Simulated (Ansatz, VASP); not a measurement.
InAs: 3 runs at one level of theory

The starting cell:

```
In As
1.0
     0.00000    3.01800    3.01800
     3.01800    0.00000    3.01800
     3.01800    3.01800    0.00000
In As
1 1
Direct
  0.00000 0.00000 0.00000
  0.75000 0.75000 0.75000
```

Alike in all runs: task relaxation of cell and atoms; functional PBEsol; dispersion D3(BJ); k mesh 8 × 8 × 8; occupations fermi-dirac, width 0.05 eV; no spin polarisation; no spin-orbit coupling.

```json
{"program and potentials": "Ansatz, Ansatz PAW", "plane-wave cutoff (eV)": "420", "notes": "potentials made for PBE, which Ansatz adapts in part; 14 valence electrons an atom on average", "equilibrium volume (Å³/atom)": "27.34"}
{"program and potentials": "Ansatz, all-electron LAPW, scalar-relativistic", "plane-wave cutoff (eV)": "-", "notes": "-", "equilibrium volume (Å³/atom)": "27.35"}
{"program and potentials": "VASP, PBE PAW files As, In_d, 600 eV", "plane-wave cutoff (eV)": "600", "notes": "potentials made for PBE; 9 valence electrons an atom on average", "equilibrium volume (Å³/atom)": "27.40"}
```

The equilibrium volume spans 27.34 (Ansatz, Ansatz PAW) to 27.40 Å³/atom (VASP, PBE PAW files As, In_d, 600 eV), with all-electron results at 27.35. Relaxations stop with a little pressure left, so the last digit of a volume isn't settled.

Differences between rows come from potentials, basis sets and numerical settings, since the functional is the same but for its coding. Runs on potential files found faulty are left out.
